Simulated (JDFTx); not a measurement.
The system is Br.

```xyz
4
Lattice="3.3632 -2.3226 0.0000 3.3632 2.3226 0.0000 0.0000 0.0000 8.7023" Properties=species:S:1:pos:R:3 pbc="T T T"
Br    3.3632    0.6266    3.3948
Br    3.3632    1.6959    7.7459
Br    3.3632   -0.6266    5.3075
Br    3.3632   -1.6959    0.9564
```

Base run:

| Item | Value |
| --- | --- |
| Program | JDFTx 1.7.0 (patched build) |
| Functional | PBEsol |
| Potentials or basis | PseudoDojo-SR-PBEsol-0.4.1-standard with smoothed tails |
| Cutoff | 626 eV |
| Density cutoff | 5007 eV |
| k mesh | 7 × 7 × 3 |
| Occupations | fermi-dirac, width 0.05 eV |
| Spin | no spin polarisation |

Its results: band gap on the k mesh 1.81 eV, indirect (least direct gap 1.82 eV); pressure 0.1 GPa; largest force 0.739 eV/Å.

The run is repeated on the same cell with these changes: functional from PBEsol to LDA; potentials or basis from PseudoDojo-SR-PBEsol-0.4.1-standard with smoothed tails to PseudoDojo-SR-LDA-0.4.1-standard with smoothed tails; cutoff from 626 eV to 599 eV; density cutoff from 5007 eV to 4789 eV. What comes out?

Band gap on the k mesh 1.73 eV, indirect (least direct gap 1.75 eV); pressure -1.3 GPa; largest force 0.696 eV/Å.

Caveats: the empty levels aren't tightly converged; an odd mesh through Γ misses points on the zone boundary, where band edges often lie.
